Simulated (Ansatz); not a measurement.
# PbF2: the cost of one run

Program: Ansatz 0.2.0. Level of theory: DFT PBE, scalar-relativistic, plane waves, PAW. These are calculated values, not measurements.

1 further run of the same task is left out (set aside as unsound or not needed).

### Step 1. The structure to begin with

Symmetry: Fm-3m, No. 225, cubic system. The conventional cell has a = 5.940 Å, b = 5.940 Å, c = 5.940 Å, α = 90.00°, β = 90.00°, γ = 90.00°. Around Pb (site symmetry m-3m) lie 8 F at 2.57 Å. Around F (site symmetry -43m) lie 4 Pb at 2.57 Å.

Coordinates:

```xyz
3
Lattice="0.0000 2.9699 2.9699 2.9699 0.0000 2.9699 2.9699 2.9699 0.0000" Properties=species:S:1:pos:R:3 pbc="T T T"
Pb    0.0000    0.0000    0.0000
F     1.4849    1.4849    1.4849
F     4.4548    4.4548    4.4548
```

The structure comes from the Crystallography Open Database.

### Step 2. A distortion that keeps the symmetry

Against the listed cell: strain xx, yy, zz, yz, xz, xy = -2.9, -2.9, -2.9, +0.0, +0.0, +0.0 %.

Contents of input.yaml:

```yaml
crystal:
  lattice:
    - [0.0, 2.88491229, 2.88491229]
    - [2.88491229, 0.0, 2.88491229]
    - [2.88491229, 2.88491229, 0.0]
  atoms:
    - { symbol: Pb, position: [0.0, 0.0, 0.0] }
    - { symbol: F, position: [0.25, 0.25, 0.25] }
    - { symbol: F, position: [0.75, 0.75, 0.75] }
basis:
  ecutwfc: 420
kpoints:
  mp_grid: { grid: [8, 8, 8] }
hamiltonian:
  xc: pbe
scf:
  occupations: { method: gaussian, width: 0.02 }
output:
  forces: true
  stress: true
  eigenvalues: true
```

The run is started by

```console
$ ansatz run input.yaml --threads 1 --pin off --max-ram 1331MiB --backend cpu --events-out ev --progress --plain --runs-dir out
```

What time and memory should one allow on 1 thread of an Arm CPU, shared host?

About 1.6 s, with a peak of 0.3 GiB.
